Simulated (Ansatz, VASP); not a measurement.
**ZnO (lda) in VASP and in Ansatz**

```
CELL_PARAMETERS angstrom
3.24940 0.00000 0.00000
-1.62470 2.81406 0.00000
0.00000 0.00000 5.20380
ATOMIC_POSITIONS crystal
Zn 0.33333 0.66667 0.00000
Zn 0.66667 0.33333 0.50000
O 0.33333 0.66667 0.38300
O 0.66667 0.33333 0.88300
```

Alike in both runs: task single point; functional LDA; k mesh 6 × 6 × 4; occupations gaussian, width 0.1 eV; no spin polarisation.

|  | VASP | Ansatz |
| --- | --- | --- |
| version | VASP 6.6.1 | Ansatz 0.2.0 |
| potentials or method | VASP PAW LDA potentials, release 64 (Zn, O) | scalar-relativistic, plane waves, PAW |
| plane-wave cutoff (eV) | 520 | 420 |
| valence electrons in the cell | 36 | 36 |

```csv
,VASP,Ansatz,Ansatz less VASP
gap on the k mesh at the Fermi level (eV),0.74,0.73,-0.013
least direct gap on the mesh (eV),0.74,0.73,-0.013
pressure (GPa),-6.1,-7.0,-0.97
largest component of the traceless stress (GPa),0.15,0.19,+0.038
rms of the force components (eV/Å),0.039,0.037,-0.0018
```

Atom by atom the forces differ by 0.002 eV/Å (rms over components). Ansatz warned: «pseudo_functional_mismatch».

Expect the measured gap to be larger: semilocal functionals such as LDA lack the derivative discontinuity.
